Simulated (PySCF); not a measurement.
Acetone, C3H6O.
InChI=1S/C3H6O/c1-3(2)4/h1-2H3

Theory: MP2 and CCSD/aug-cc-pVDZ in PySCF, restricted Hartree–Fock reference, frozen core, non-relativistic, gas phase, PBE0-D3(BJ)/def2-SVP geometry.

E(HF) = -191.98843 Eh.

**Question.** How large is the problem?

**Answer.** 146 basis functions and 32 electrons; 4 orbitals frozen, which leaves o = 12 correlated occupied and v = 130 virtual orbitals. That is o·v = 1560 singles and o·v(o·v + 1)/2 = 1217580 distinct closed-shell doubles amplitudes before symmetry; the costliest CCSD step grows as o²v⁴ = 4.1 × 10^10.

**Question.** What are the MP2 and CCSD correlation energies?

**Answer.** MP2 -0.6266 Eh and CCSD -0.6657 Eh, which gives totals of -192.61502 and -192.65413 Eh. That is 0.755 eV for each correlated electron at CCSD (1748 kJ/mol in all, 0.346 % of the total energy); MP2 gives 94.1 % of the CCSD value.

**Question.** What is the T1 diagnostic?

**Answer.** 0.0139, below the customary warning level of 0.02. It is the norm of the spatial-orbital singles amplitudes over the root of the number of correlated electrons, so the norm is 0.068.

**Question.** How does correlation change the dipole moment?

**Answer.** HF gives 3.38 D and CCSD (unrelaxed density) 2.89 D, a change of -0.49 D.

Connected triples and the basis-set limit are missing.
